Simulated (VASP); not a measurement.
# Ir (Cmce) in VASP: a series of runs, part 2 of 2

VASP 6.6.1. Earlier steps stand in the parts before.

## (3) Single point, PBE

This run uses another cell than the first one, of 15.36 Å³/atom, 1.026 times its volume.

Input file INCAR:

```
SYSTEM = Ir
ALGO = Fast
EDIFF = 1E-6
ENCUT = 520
GGA = PE
ISIF = 2
ISMEAR = 0
LASPH = .True.
LCHARG = .False.
LREAL = .False.
LWAVE = .False.
NBANDS = 26
NELM = 100
PREC = Accurate
SIGMA = 0.1
```

Input file KPOINTS:

```
k-points
0
Gamma
  6 6 4
  0 0 0
```

Input file POSCAR:

```
Ir
1.0
    1.3479244399     -4.9313380910      0.0000000000
    1.3479244399      4.9313380910      0.0000000000
    0.0000000000      0.0000000000      4.6203937792
Ir
4
Direct
    0.1279323513      0.8720676487      1.0000134000
    0.6279323513      0.3720676487      0.4999866000
    0.8720676487      0.1279323513     -0.0000134000
    0.3720676487      0.6279323513      0.5000134000
```

Potentials or basis: VASP PAW PBE potentials, release 64 (Ir).

Launch:

```sh
$ cat potpaw_PBE.64/Ir/POTCAR > POTCAR
$ mpirun -np 1 vasp_std > vasp.out
```

OUTCAR:

```text
SYSTEM = Ir
   EDIFF = 1E-6
   ENCUT = 520
   GGA = PE
   ISIF = 2
   ISMEAR = 0
   LASPH = .True.
   LREAL = .False.
   NELM = 100
   PREC = Accurate

 ion  position               nearest neighbor table
   1  0.128  0.872  0.000-   3 2.52   2 2.67   2 2.67   2 2.67   2 2.67   3 2.76   3 2.76   4 3.34
                             4 3.34
   2  0.628  0.372  0.500-   4 2.52   1 2.67   1 2.67   1 2.67   1 2.67   4 2.76   4 2.76   3 3.34
                             3 3.34
   3  0.872  0.128  1.000-   1 2.52   4 2.67   4 2.67   4 2.67   4 2.67   1 2.76   1 2.76   2 3.34
                             2 3.34
   4  0.372  0.628  0.500-   2 2.52   3 2.67   3 2.67   3 2.67   3 2.67   2 2.76   2 2.76   1 3.34
                             1 3.34

  LATTYP: Found a base centered orthorhombic cell.
 ALAT       =     2.6958488798
 B/A-ratio  =     3.6584677487
 C/A-ratio  =     1.7138919818

  Lattice vectors:

 A1 = (   1.3479244399,  -4.9313380910,   0.0000000000)
 A2 = (   1.3479244399,   4.9313380910,   0.0000000000)
 A3 = (   0.0000000000,   0.0000000000,   4.6203937792)

Analysis of symmetry for initial positions (statically):
=====================================================================
 Subroutine PRICEL returns:
 Original cell was already a primitive cell.

 Routine SETGRP: Setting up the symmetry group for a
 base centered orthorhombic supercell.

 Subroutine GETGRP returns: Found  8 space group operations
 (whereof  4 operations were pure point group operations)
 out of a pool of  8 trial point group operations.

The static configuration has the point symmetry C_2h.
 The point group associated with its full space group is D_2h.

Analysis of symmetry for dynamics (positions and initial velocities):
=====================================================================
 Subroutine PRICEL returns:
 Original cell was already a primitive cell.

 Routine SETGRP: Setting up the symmetry group for a
 base centered orthorhombic supercell.

 Subroutine GETGRP returns: Found  8 space group operations
 (whereof  4 operations were pure point group operations)
 out of a pool of  8 trial point group operations.

The dynamic configuration has the point symmetry C_2h.
 The point group associated with its full space group is D_2h.

 Subroutine INISYM returns: Found  8 space group operations
 (whereof  4 operations are pure point group operations),
 and found     1 'primitive' translations

----------------------------------------------------------------------------------------

                                     Primitive cell

  volume of cell :      61.4242

  direct lattice vectors                    reciprocal lattice vectors
     1.347924440 -4.931338091  0.000000000     0.370940674 -0.101392359  0.000000000
     1.347924440  4.931338091  0.000000000     0.370940674  0.101392359  0.000000000
     0.000000000  0.000000000  4.620393779     0.000000000  0.000000000  0.216431769

  length of vectors
     5.112239789  5.112239789  4.620393779     0.384548298  0.384548298  0.216431769

  position of ions in fractional coordinates (direct lattice)
     0.127932351  0.872067649  0.000013400
     0.627932351  0.372067649  0.499986600
     0.872067649  0.127932351  0.999986600
     0.372067649  0.627932351  0.500013400

  ion indices of the primitive-cell ions
[... 35 lines left out ...]
  0.166667 -0.000000  0.000000      4.000000
  0.333333 -0.000000  0.000000      4.000000
  0.500000 -0.000000  0.000000      2.000000
  0.166667  0.166667  0.000000      2.000000
  0.333333  0.166667  0.000000      4.000000
[... 16 lines left out ...]
  0.333333  0.333333  0.250000      4.000000
  0.500000  0.333333  0.250000      8.000000
 [... further k-points ...]
   k-points           NKPTS =     39   k-points in BZ     NKDIM =     39   number of bands    NBANDS=     26
   number of dos      NEDOS =    301   number of ions     NIONS =      4
   total plane-waves  NPLWV =  57600
   dimension x,y,z NGX =    40 NGY =   40 NGZ =   36
   dimension x,y,z NGXF=    80 NGYF=   80 NGZF=   72
   ions per type =               4
   NGX,Y,Z   is equivalent  to a cutoff of  13.01, 13.01, 12.95 a.u.
   NGXF,Y,Z  is equivalent  to a cutoff of  26.02, 26.02, 25.91 a.u.
 SYSTEM =  Ir
   PREC   = accura    normal or accurate (medium, high low for compatibility)
   ISTART =      0    job   : 0-new  1-cont  2-samecut
   ICHARG =      2    charge: 1-file 2-atom 10-const
   ISPIN  =      1    spin polarized calculation?
   LNONCOLLINEAR =      F non collinear calculations
   LSORBIT =      F    spin-orbit coupling
   LASPH  =      T    aspherical Exc in radial PAW
   ENCUT  =  520.0 eV  38.22 Ry    6.18 a.u.   9.51  9.51  8.59*2*pi/ulx,y,z
   NELM   =    100;   NELMIN=  2; NELMDL= -5     # of ELM steps
   EDIFF  = 0.1E-05   stopping-criterion for ELM
   LREAL  =      F    real-space projection
   EDIFFG = 0.1E-04   stopping-criterion for IOM
   NSW    =      0    number of steps for IOM
   IBRION =     -1    ionic relax: 0-MD 1-quasi-New 2-CG
   NFREE  =      0    steps in history (QN), initial steepest desc. (CG)
   ISIF   =      2    stress and relaxation
   ISYM   =      2    0-nonsym 1-usesym 2-fastsym
   POTIM  = 0.5000    time-step for ionic-motion
   TEBEG  =    0.0;   TEEND  =   0.0 temperature during run
   PSTRESS=    0.0 pullay stress
   NELECT =      36.0000    total number of electrons
   NUPDOWN=      -1.0000    fix difference up-down
   EMIN   =  10.00;   EMAX   =-10.00  energy-range for DOS
   EFERMI =   0.00;   METHOD = LEGACY
   ISMEAR =     0;   SIGMA  =   0.10  broadening in eV -4-tet -1-fermi 0-gaus
   EFERMI_NEDOS =   21; number of points for ismear=-14 and -15
   IALGO  =     68    algorithm
   IMIX   =      4    mixing-type and parameters
     AMIX     =   0.40;   BMIX     =  1.00
     AMIX_MAG =   1.60;   BMIX_MAG =  1.00
  volume/ion in A,a.u.               =      15.36       103.63
  Fermi-wavevector in a.u.,A,eV,Ry     =   1.370027  2.588976 25.537793  1.876975
  Thomas-Fermi vector in A             =   2.495850
   LORBIT       =      0    0 simple, 1 ext, 2 COOP (PROOUT), +10 PAW based schemes
   GGA     = PE    functional components
   LHFCALC =     F    Hartree Fock is set to
   AEXX    =    0.0000 exact exchange contribution
   IVDW    =     0    specifies the selected vdW correction
   LEPSILON=     F    determine dielectric tensor
   LRPA    =     F    only Hartree local field effects (RPA)
 non-spin polarized calculation
 RMM-DIIS sequential band-by-band and
 Gauss-broadening in eV      SIGMA  =   0.10
  energy-cutoff  :      520.00
  volume of cell :       61.42
 maximum number of plane-waves:      1674
 NGX is ok and might be reduce to    40
   NGX = 19   NGY = 19   NGZ = 17

 number of electron      36.0000002 magnetization

 Free energy of the ion-electron system (eV)
  ---------------------------------------------------
  ext. energy  EPLUGINS =         0.00000000
  ---------------------------------------------------
  free energy    TOTEN  =       -33.92171678 eV

  energy without entropy =      -33.89724235  energy(sigma->0) =      -33.90947956

 E-fermi :   8.7718     XC(G=0): -13.4438

 val. band max:        8.7656865734   @ k =   0.5000  -0.0000   0.5000
 cond. band min:       8.7790932560   @ k =   0.3333   0.1667   0.2500
 fundamental gap:      0.0134066826
 Fermi energy:         8.7717911563

 k-point     1 :       0.0000    0.0000    0.0000
  band No.  band energies     occupation
      1      -1.1919      2.00000
      2       1.6874      2.00000
      3       1.6954      2.00000
      4       2.1343      2.00000
      5       2.5754      2.00000
      6       3.3731      2.00000
[... 685 lines left out ...]
     25      18.6468      0.00000
     26      19.6323      0.00000

 [... further k-points ...]

------------------------ aborting loop because EDIFF is reached ----------------------------------------

  FORCE on cell =-STRESS in cart. coord.  units (eV):
  Direction    XX          YY          ZZ          XY          YZ          ZX
  --------------------------------------------------------------------------------------
  -------------------------------------------------------------------------------------
  Total        0.2091088      0.0993833      0.0145850      0.0000000      0.0000000      0.0000000
  in kB        5.4543565      2.5922974      0.3804324      0.0000000      0.0000000      0.0000000
  external PRESSURE =       2.8090288 kB  Pullay stress =       0.0000000 kB

 VOLUME and BASIS-vectors are now :
 -----------------------------------------------------------------------------
  energy-cutoff  :      520.00
  volume of cell :       61.42
      direct lattice vectors                 reciprocal lattice vectors
     1.347924440 -4.931338091  0.000000000     0.370940674 -0.101392359  0.000000000
     1.347924440  4.931338091  0.000000000     0.370940674  0.101392359  0.000000000
     0.000000000  0.000000000  4.620393779     0.000000000  0.000000000  0.216431769

 POSITION                                       TOTAL-FORCE (eV/Angst)
 -----------------------------------------------------------------------------------
      1.34792      3.66958      0.00006         0.000000      0.017100     -0.000895
      1.34792     -1.26176      2.31013         0.000000      0.017100      0.000895
      1.34792     -3.66958      4.62033         0.000000     -0.017100      0.000895
      1.34792      1.26176      2.31026         0.000000     -0.017100     -0.000895
 -----------------------------------------------------------------------------------
    total drift:                               -0.000000      0.000000     -0.000000

  FREE ENERGIE OF THE ION-ELECTRON SYSTEM (eV)
  ---------------------------------------------------
  free  energy   TOTEN  =       -33.9217167764 eV

  energy  without entropy=      -33.8972423507  energy(sigma->0) =      -33.90947956
```

OSZICAR:

```text
N       E                     dE             d eps       ncg     rms          rms(c)
[... 11 lines left out ...]
RMM:  12    -0.339226770091E+02    0.14447E-02   -0.41433E-03  2111   0.453E-01    0.385E-01
RMM:  13    -0.339218149952E+02    0.86201E-03   -0.14975E-03  2121   0.299E-01    0.430E-01
RMM:  14    -0.339217492211E+02    0.65774E-04   -0.52549E-04  2165   0.137E-01    0.211E-01
RMM:  15    -0.339217258103E+02    0.23411E-04   -0.12512E-04  2271   0.717E-02    0.988E-02
RMM:  16    -0.339217195659E+02    0.62443E-05   -0.12948E-04  2184   0.673E-02    0.199E-02
RMM:  17    -0.339217177540E+02    0.18119E-05   -0.15713E-05  2255   0.349E-02    0.609E-03
RMM:  18    -0.339217166288E+02    0.11252E-05   -0.59057E-06  1930   0.145E-02    0.128E-02
RMM:  19    -0.339217167764E+02   -0.14761E-06   -0.22833E-06  1242   0.916E-03
   1 F= -.33921717E+02 E0= -.33909480E+02  d E =-.244744E-01
```

Run time: 63 s. Hardware: 1 thread of Intel Xeon 6975P-C (Granite Rapids), shared host; peak memory 0.25 GiB.

Results:

- Free energy: -33.9217 eV
- Pressure: 0.3 GPa
- Largest force: 0.017 eV/Å
- Band gap on the k mesh: none (metal or under the smearing width)

Forces on the atoms (eV/Å):
```
Ir   0.000  0.017 -0.001
Ir   0.000  0.017  0.001
Ir   0.000 -0.017  0.001
Ir   0.000 -0.017 -0.001
```

Levels at points of the mesh, in eV from the Fermi level:
```
           k point  band 15  band 16  band 17  band 18  band 19  band 20  band 21  band 22
(0.00, 0.00, 0.00)    -0.97    -0.94    -0.44    -0.38    -0.03     0.98     1.83     1.89
(0.50, 0.00, 0.00)    -1.34    -1.34    -0.55    -0.55     1.23     1.23     3.63     3.63
(0.50, 0.50, 0.00)    -1.66    -1.20    -0.46     0.39     0.96     1.56     1.69     2.03
(0.00, 0.00, 0.50)    -1.02    -1.02    -0.69    -0.69    -0.38    -0.38    -0.25    -0.25
(0.50, 0.00, 0.50)    -0.01    -0.01     1.74     1.74     1.87     1.87     3.16     3.16
(0.50, 0.50, 0.50)    -1.27    -1.27    -1.00    -1.00    -0.61    -0.61    -0.48    -0.48
```

Caveat: the k mesh is coarse (spacing up to 0.40 Å⁻¹), so the values aren't converged.

## (4) Relaxation of cell and atoms, PBE

Input file INCAR:

```
ALGO = Normal ; EDIFF = 1E-7
EDIFFG = -0.04 ; ENCUT = 600
GGA = PE ; IBRION = 2
ISIF = 3 ; ISMEAR = 0
LASPH = True ; LCHARG = False
LREAL = False ; LWAVE = False
NELM = 100 ; NSW = 90
PREC = Accurate ; SIGMA = 0.1
```

Input file KPOINTS:

```
k-points
0
Gamma
  6 6 4
```

Input file POSCAR:

```
Ir
1.0
    1.5276580251     -4.8460450948      0.0000000000
    1.5276580251      4.8460450948      0.0000000000
    0.0000000000      0.0000000000      4.0429861934
Ir
4
Direct
    0.0980000000      0.9020000000      0.9100000000
    0.5980000000      0.4020000000      0.5900000000
    0.9020000000      0.0980000000      0.0900000000
    0.4020000000      0.5980000000      0.4100000000
```

Launch:

```sh
$ cat potpaw_PBE.64/Ir/POTCAR > POTCAR
$ mpirun -np 1 vasp_std > vasp.out
```

Run time: 19 min. Hardware: 1 thread of Intel Xeon 6975P-C (Granite Rapids), shared host; peak memory 0.27 GiB.

It converged, with:

- Free energy: -33.9209 eV
- Relaxed volume: 15.36 Å³/atom
- Relaxed cell: a = 5.112 Å, b = 5.112 Å, c = 4.620 Å, α = 90.00°, β = 90.00°, γ = 149.41°
- Space group after relaxing (to 0.05 Å): Fmmm (No. 69)
- Energy gained by relaxing: 4971.5 meV/atom
- Ionic steps: 28
- Pressure after relaxing: 0.3 GPa
- Largest force after relaxing: 0.038 eV/Å

Forces in eV/Å, atoms in the order of the input:
```
Ir   0.000  0.022  0.030
Ir   0.000  0.022 -0.030
Ir   0.000 -0.022 -0.030
Ir   0.000 -0.022  0.030
```

Stress tensor (GPa, compression positive):
```
0.39 0.00 0.00
0.00 0.36 0.00
0.00 0.00 0.10
```

Step by step:
| step | energy change (eV) | largest force (eV/Å) | pressure (GPa) | volume (Å³) |
| --- | --- | --- | --- | --- |
| 1 | 0.0000 | 21.7213 | 188.71 | 59.86 |
| 2 | 11.1906 | 1.2596 | -13.44 | 373.52 |
| 3 | 5.2801 | 1.7878 | -9.24 | 267.54 |
| 4 | 3.8184 | 1.9533 | -10.72 | 234.29 |
| 5 | -5.7842 | 1.1633 | -29.70 | 128.19 |
| 6 | -13.9066 | 0.3824 | -39.35 | 89.82 |
| 7 | -17.4214 | 0.2097 | -25.63 | 73.85 |
| 8 | -17.9191 | 2.0340 | -2.07 | 66.62 |
| 9 | -17.9413 | 1.5567 | -7.98 | 67.97 |
| 10 | -17.9421 | 1.6434 | -6.90 | 67.70 |
| 11 | -18.5233 | 1.7150 | 6.11 | 62.56 |
| 12 | -18.5453 | 1.7293 | 11.52 | 61.29 |
| 13 | -18.7840 | 0.5671 | 8.50 | 61.27 |
| 14 | -18.8333 | 0.2836 | 8.05 | 61.24 |
| 15 | -18.9659 | 0.3780 | -0.70 | 62.76 |
| 16 | -18.9970 | 0.4894 | -15.92 | 66.18 |
| 17 | -19.0259 | 0.4627 | -10.11 | 64.72 |
| 18 | -19.1172 | 0.4980 | -11.20 | 64.81 |
| 19 | -19.3837 | 0.5019 | -13.66 | 65.00 |
| 20 | -19.6178 | 0.3322 | -13.46 | 65.04 |
| 21 | -19.6146 | 0.3878 | -14.46 | 65.08 |
| 22 | -19.8200 | 0.2946 | -5.11 | 62.71 |
| 23 | -19.8417 | 0.2407 | -0.61 | 61.78 |
| 24 | -19.8724 | 0.1628 | -0.63 | 61.69 |
| 25 | -19.8854 | 0.0648 | -0.41 | 61.58 |
| 26 | -19.8855 | 0.0589 | -0.39 | 61.57 |
| 27 | -19.8860 | 0.0462 | 0.01 | 61.49 |
| 28 | -19.8862 | 0.0376 | 0.28 | 61.44 |

Final structure:
```cif
data_structure
_symmetry_space_group_name_H-M 'P 1'
_symmetry_Int_Tables_number 1
_cell_length_a 5.1117
_cell_length_b 5.1117
_cell_length_c 4.6197
_cell_angle_alpha 90.000
_cell_angle_beta 90.000
_cell_angle_gamma 149.407
_cell_volume 61.44
loop_
_atom_site_label
_atom_site_type_symbol
_atom_site_fract_x
_atom_site_fract_y
_atom_site_fract_z
_atom_site_occupancy
Ir1 Ir 0.12795 0.87205 0.99954 1
Ir2 Ir 0.62795 0.37205 0.50046 1
Ir3 Ir 0.87205 0.12795 0.00046 1
Ir4 Ir 0.37205 0.62795 0.49954 1
```

Levels at points of the mesh, in eV from the Fermi level:
```tsv
k point	band 16	band 17	band 18	band 19	band 20	band 21
(0.00, 0.00, 0.00)	-0.94	-0.45	-0.37	-0.03	0.97	1.83
(0.50, 0.00, 0.00)	-1.34	-0.55	-0.55	1.23	1.23	3.62
(0.50, 0.50, 0.00)	-1.20	-0.46	0.39	0.96	1.56	1.69
(0.00, 0.00, 0.50)	-1.02	-0.70	-0.70	-0.38	-0.38	-0.25
(0.50, 0.00, 0.50)	-0.01	1.73	1.73	1.87	1.87	3.16
(0.50, 0.50, 0.50)	-1.28	-1.00	-1.00	-0.61	-0.61	-0.47
```

Caveat: the k mesh is coarse (spacing up to 0.39 Å⁻¹), so the values aren't converged; the bands computed are all filled at some k points, so no gap is given. The run has no spin-orbit coupling, so splittings on Ir are missing.

## (5) Overview

| task | cell | cutoff (eV) | gap on the mesh (eV) | pressure (GPa) | largest force (eV/Å) |
| --- | --- | --- | --- | --- | --- |
| single point | Cmce, 14.97 Å³/atom | 520 | none | 188.6 | 21.72 |
| single point | Fmmm, 15.36 Å³/atom | 520 | none | 0.3 | 0.02 |
| relaxation of cell and atoms | relaxed | 600 | - | 0.3 | 0.04 |

Alike in all rows: level PBE; potentials or basis VASP PAW PBE potentials, release 64 (Ir); no spin polarisation; k mesh 6 × 6 × 4; smearing gaussian 0.1 eV; the mesh is coarse, so values aren't converged.

Caveats: all runs use coarse meshes; a pressure of tens of GPa on the cell as given is suspect, and the run, the potentials or the cell itself is likely at fault (some runs); forces of over 1 eV/Å show positions far from the minimum, so gaps and moduli don't describe the material at rest (some runs); the bands computed are all filled at some k points, so no gap is given (some runs).

Absolute energies hang on the potentials; compare differences alone.
